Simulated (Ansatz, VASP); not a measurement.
# Cross-check of Co (Co(0001)) between VASP and Ansatz, part 3 of 3

Wanted: the spread between two codes on one cell, functional and k mesh. The cell is taken from a series of runs on this material, whose earlier steps may have relaxed, scaled, displaced or heated it; both programs get it as it stands.

VASP 6.6.1 and Ansatz 0.2.0.

So far: Ansatz: single point, PBE; VASP: single point, PBE; Side by side; Ansatz: single point, PBEsol; VASP: single point, PBEsol; Differences.

### Step 8. Ansatz: single point, RPBE

Level of this step: Ansatz beside VASP: Kohn-Sham DFT, plane waves, RPBE (Ansatz).

With cell and atoms fixed, the geometry can't cause a difference; cores, projectors, grids and the points listed under the comparison can.

The cell is taken from a series of runs on this material, whose earlier steps may have relaxed, scaled, displaced or heated it; both programs get it as it stands.

input.yaml reads:

```yaml
crystal:
  lattice:
    - [2.51, 0.0, 0.0]
    - [1.255, 2.1737237635, 0.0]
    - [0.0, 0.0, 30.21366]
  atoms:
    - { symbol: Co, position: [0.0, 0.0, 0.2978785093], spin: 1.7 }
    - { symbol: Co, position: [0.6666666667, 0.6666666667, 0.3652523395], spin: 1.7 }
    - { symbol: Co, position: [0.0, 0.0, 0.4326261698], spin: 1.7 }
    - { symbol: Co, position: [0.6666666667, 0.6666666667, 0.5], spin: 1.7 }
    - { symbol: Co, position: [0.0, 0.0, 0.5673738302], spin: 1.7 }
    - { symbol: Co, position: [0.6666666667, 0.6666666667, 0.6347476605], spin: 1.7 }
    - { symbol: Co, position: [0.0, 0.0, 0.7021214907], spin: 1.7 }
magnetization:
  spin_polarized: true
kpoints:
  mp_grid: { grid: [19, 19, 1] }
hamiltonian:
  xc: rpbe
scf:
  occupations: { method: fermi_dirac, width: 0.1 }
  convergence: { dr2_threshold: 1.0e-09 }
efield:
  axis: 3
  dipole_correction: true
  ramp_position: 0.97
  ramp_width: 0.06
output:
  write_potential: true
  write_density: true
  volumetric_format: npy
```

On the command line:

```console
> ansatz run input.yaml --threads 4 --pin off --max-ram 6144MiB --backend cpu --events-out ev --progress --plain --runs-dir out
```

Numbers of over 12 decimals in the logs are rounded to 6 here.

Log:

```text
[...]
Crystal: 7 atoms, lattice volume = 164.847 Å³
Basis set: ecut = 420 eV, 3239 PW (Γ)
Bands: 79, of which v1, the nominal top of the filled ones, is band 60 counted from 1 (59 counted from 0)
Symmetry: 6 space group operations
k-points: 40 of 361 (time reversal used)
[...]
k-point 1 ↑: bands = [... 56 lower, 4.3578, 4.4205, 4.4241, 4.6796, 4.6947, 4.8281, 4.9185, 4.9267, ... 15 higher]
  k-point 2 ↑: bands = [... 56 lower, 4.1948, 4.3063, 4.3947, 4.5066, 4.6445, 4.6555, 4.8864, 4.9042, ... 15 higher]
  k-point 39 ↓: bands = [... 56 lower, 6.9599, 7.0740, 7.1207, 7.1542, 7.1873, 7.2522, 7.2582, 10.9296, ... 15 higher]
[key lines of the parts left out:]
SCF converged after 18 iterations
Magnetization: 11.8085 μB (65.4042 up, 53.5958 down)
Free energy (F): -35916.070818 eV
Fermi energy:    6.180565 eV
Dipole field:    D = -0.000004 V/Å  (p = -0.000004 e·Å, saw-weighted, corrected)
Work function:   Φ+ = 4.8166 eV   Φ− = 4.8164 eV
```

### Step 9. VASP: single point, RPBE

The same cell, functional, mesh and smearing now go to VASP, with its own data sets.

INCAR reads:

```
SYSTEM = Co
PREC = Accurate
ENCUT = 520
EDIFF = 1E-06
NELM = 200
ISMEAR = -1
SIGMA = 0.1
LREAL = .FALSE.
ALGO = Normal
GGA = RP
NBANDS = 50
ISPIN = 2
MAGMOM = 1.84 1.77 1.73 1.73 1.73 1.77 1.84
LASPH = .TRUE.
LMAXMIX = 4
LORBIT = 11
LWAVE = .FALSE.
LCHARG = .FALSE.
ISIF = 2
LDIPOL = .TRUE.
IDIPOL = 3
DIPOL = 0.5 0.5 0.5
LVHAR = .TRUE.
GGA_COMPAT = .FALSE.
NELMDL = -8
KPAR = 2
```

POSCAR reads:

```
Co
1.0
    2.5100000000      0.0000000000      0.0000000000
    1.2550000000      2.1737237635      0.0000000000
    0.0000000000      0.0000000000     30.2136600000
Co
7
Direct
    0.0000000000      0.0000000000      0.2978785093
    0.6666666667      0.6666666667      0.3652523395
    0.0000000000      0.0000000000      0.4326261698
    0.6666666667      0.6666666667      0.5000000000
    0.0000000000      0.0000000000      0.5673738302
    0.6666666667      0.6666666667      0.6347476605
    0.0000000000      0.0000000000      0.7021214907
```

KPOINTS reads:

```
Automatic mesh
0
Gamma
19 19 1
0 0 0
```

Potentials, in the order of the species: Co (PBE family, release 64).

On the command line:

```console
> mpirun -np 2 vasp_std
```

Log:

```text
[banner, memory and clock lines left out]
running    2 mpi-ranks, on    1 nodes
[...]
[... a notice as in an earlier step ...]

 LDA part: xc-table for (Slater+PW92), standard interpolation
 POSCAR, INCAR and KPOINTS ok, starting setup
[...]
entering main loop
       N       E                     dE             d eps       ncg     rms          rms(c)
DAV:   1     0.489702169118E+03    0.48970E+03   -0.27211E+04  8000   0.139E+03
DAV:   2    -0.112579447119E+02   -0.50096E+03   -0.46694E+03  8000   0.309E+02
DAV:   3    -0.502454812608E+02   -0.38988E+02   -0.35592E+02  8608   0.123E+02
DAV:   4    -0.510042038110E+02   -0.75872E+00   -0.75642E+00  8848   0.190E+01
[...]
DAV:  46    -0.444141068050E+02   -0.59170E-05   -0.12361E-07  5240   0.125E-03    0.128E-03
DAV:  47    -0.444141084630E+02   -0.16581E-05   -0.46097E-08  5254   0.170E-03    0.816E-04
DAV:  48    -0.444141085965E+02   -0.13344E-06   -0.59642E-09  5140   0.605E-04
   1 F= -.44414109E+02 E0= -.44292447E+02  d E =-.243322E+00  mag=    11.7224
```

Parts of OUTCAR (step 9):

```text
  Total       -1.0411655     -1.0411655     -0.7906994      0.0000000     -0.0000000      0.0000000
  in kB      -10.1192644    -10.1192644     -7.6849413      0.0000000     -0.0000000      0.0000000
  external PRESSURE =      -9.3078233 kB  Pullay stress =       0.0000000 kB

 POSITION                                       TOTAL-FORCE (eV/Angst)
 -----------------------------------------------------------------------------------
      0.00000      0.00000      9.00000        -0.000000     -0.000000      0.276329
      2.51000      1.44915     11.03561         0.000000     -0.000000     -0.363862
      0.00000      0.00000     13.07122        -0.000000     -0.000000      0.089950
      2.51000      1.44915     15.10683         0.000000      0.000000     -0.000000
      0.00000      0.00000     17.14244        -0.000000     -0.000000     -0.089950
      2.51000      1.44915     19.17805         0.000000     -0.000000      0.363862
      0.00000      0.00000     21.21366        -0.000000      0.000000     -0.276329
 -----------------------------------------------------------------------------------
    total drift:                               -0.000000     -0.000000      0.000000

  FREE ENERGIE OF THE ION-ELECTRON SYSTEM (eV)
  ---------------------------------------------------
  free  energy   TOTEN  =       -44.4141085965 eV

  energy  without entropy=      -44.1707863864  energy(sigma->0) =      -44.29244749

 magnetization (x)
# of ion       s       p       d       tot
------------------------------------------
    1       -0.011  -0.046   1.833   1.775
    2       -0.016  -0.058   1.772   1.698
    3       -0.015  -0.058   1.733   1.660
    4       -0.016  -0.058   1.738   1.664
    5       -0.015  -0.058   1.733   1.660
    6       -0.016  -0.058   1.772   1.698
    7       -0.011  -0.046   1.833   1.775
--------------------------------------------------
tot         -0.099  -0.382  12.414  11.932

[... 2 parts as in an earlier step ...]

[... 1 further part left out ...]
[key lines of the parts left out:]
E-fermi :   2.3063
```

### Step 10. Comparison

What differs besides the data sets and the points named for the pairs above, as far as they apply: the data sets hold 119 valence electrons in Ansatz (on its default PAW (the set named soft_2) files) and 63 in VASP. Total energies have different zeros and are not compared.

Compared:

```csv
quantity,Ansatz,VASP,difference
total moment (μB),11.81,11.72,+0.09
moment on Co1 (μB),1.84,1.77,+0.06
moment on Co7 (μB),1.84,1.77,+0.06
moment on Co6 (μB),1.77,1.70,+0.07
moment on Co2 (μB),1.77,1.70,+0.07
moment on Co4 (μB),1.73,1.66,+0.07
moment on Co3 (μB),1.73,1.66,+0.07
moment on Co5 (μB),1.73,1.66,+0.07
"work function, lower of the two faces (eV)",4.82,4.78,+0.03
"work function, higher of the two faces (eV)",4.82,4.78,+0.03
```

With vacuum in the cell, a pressure given here is an average over mostly empty space and none of the material.

### Step 11. Summary of results

| Property | Result |
| --- | --- |
| difference in work function, higher of the two faces (single point, PBE) | 0.030 eV |
| difference in work function, higher of the two faces (single point, PBEsol) | 0.028 eV |
| difference in work function, higher of the two faces (single point, RPBE) | 0.033 eV |

What this shows: The difference in work function, higher of the two faces is 0.030 eV (single point, PBE). The data sets hold unlike numbers of valence electrons (119 in Ansatz and 63 in VASP), so part of the differences comes from the potentials. 1 further run of this series is not shown here. Such differences can come from data sets, numerical settings and the points named under the comparisons, not from the functional's error against experiment.

[Lines on the potential files, build, host, timing and source positions are cut from VASP's logs without a mark.]

[Logs are printed without paths, hosts, clocks, repeated set-up lines and the standing remarks that a program may print on its own settings, such as how far it seeks lower states.]

[Hosts, paths, dates, database ids (printed as entryN), source tags and the programs' standing remarks are cut or masked in the printed files.]
